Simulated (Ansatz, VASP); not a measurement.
CdS: VASP beside Ansatz

```
Cd S
1.0
     0.00000    2.91650    2.91650
     2.91650    0.00000    2.91650
     2.91650    2.91650    0.00000
Cd S
1 1
Direct
  0.00000 0.00000 0.00000
  0.75000 0.75000 0.75000
```

Alike in both runs: task single point; functional PBE; k mesh 12 × 12 × 12; occupations gaussian, width 0.05 eV; no spin polarisation.

|  | VASP | Ansatz |
| --- | --- | --- |
| version | VASP 6.6.1 | Ansatz 0.2.0 |
| potentials or method | VASP PAW PBE potentials, release 64 (Cd, S) | scalar-relativistic, plane waves, PAW |
| plane-wave cutoff (eV) | 520 | 420 |
| valence electrons in the cell | 18 | 26 |

VASP gave:

```
gap on the k mesh at the Fermi level (eV) : 1.15
pressure (GPa)                            : 3.2
```

Q: What did Ansatz give for the same quantities?

A: gap on the k mesh at the Fermi level (eV): 1.15; pressure (GPa): 2.8.

The two sets of potentials don't hold the same shells in valence.

A k mesh can miss the band edges. As with any semilocal functional, this PBE gap is likely too small.
